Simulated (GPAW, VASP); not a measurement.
This is a calculation of InPd for GPAW 26.7.0 (ASE script). The cell comes from a database or a generator and needn't be the stable form of this composition.

File run.py:

```python
from ase.dft.bandgap import bandgap
from ase.io import read, write
from ase.units import GPa
from gpaw import GPAW, PW

atoms = read('POSCAR')

calc = GPAW(mode=PW(600),
            xc='PBE',
            kpts={'size': (8, 8, 8), 'gamma': True},
            occupations={'name': 'methfessel-paxton', 'order': 0, 'width': 0.014},
            nbands=26,
            convergence={'density': 1e-05, 'energy': 1e-05},
            maxiter=150,
            txt='gpaw.txt')
atoms.calc = calc
energy = atoms.get_potential_energy()
forces = atoms.get_forces()
stress = atoms.get_stress()
calc.write('gs.gpw')
write('result.traj', atoms)
print(f'Energy: {energy:.6f} eV')
print('Forces (eV/A):')
print(forces.round(4))
print('Stress (GPa):', (stress / GPa).round(3))
print('Fermi level:', round(calc.get_fermi_level(), 4), 'eV')
print(f'Gap: {bandgap(calc)[0]:.4f} eV, direct: {bandgap(calc, direct=True)[0]:.4f} eV')
```

Contents of POSCAR:

```
InPd
1.0
    3.2718847800      0.0000000000      0.0000000000
    0.0000000000      3.2718847800      0.0000000000
    0.0000000000      0.0000000000      3.2718847800
In Pd
1 1
Direct
    0.0000000000      0.0000000000      0.0000000000
    0.5000000000      0.5000000000      0.5000000000
```

Potentials or basis: GPAW PAW data sets (gpaw-data 1.2.1), pw.

Launch:

```console
$ OMP_NUM_THREADS=1 python run.py
```

Question: What does the same run look like in VASP 6.6.1? Potentials or basis there: PBE PAW files In_d, Pd, 520 eV.

Answer: As run (cutoffs and basis follow the program's own potentials, and thresholds, step limits or extra output files can differ):

Contents of INCAR:

```
PREC = Accurate ; ENCUT = 520
EDIFF = 1E-6 ; ISMEAR = 0
SIGMA = 0.014 ; LREAL = F
LASPH = T ; NELM = 60
ALGO = Normal ; ISIF = 2
LWAVE = F ; LCHARG = F
GGA = PE
```

File KPOINTS:

```
regular mesh
0
Gamma
  8 8 8
```

The input POSCAR:

```
InPd
1.0
    3.2718847800      0.0000000000      0.0000000000
    0.0000000000      3.2718847800      0.0000000000
    0.0000000000      0.0000000000      3.2718847800
In Pd
1 1
Direct
    0.0000000000      0.0000000000      0.0000000000
    0.5000000000      0.5000000000      0.5000000000
```

Potentials or basis: VASP PAW PBE potentials, release 64 (In_d, Pd).

Run with:

```console
$ cat potpaw_PBE.64/In_d/POTCAR potpaw_PBE.64/Pd/POTCAR > POTCAR
$ mpirun -np 1 vasp_std > vasp.out
```

Both were run:

|  | GPAW | VASP |
| --- | --- | --- |
| Pressure | 3.3 GPa | 3.8 GPa |

The potentials hold 29 and 23 valence electrons a cell.

Pressure is positive in compression.
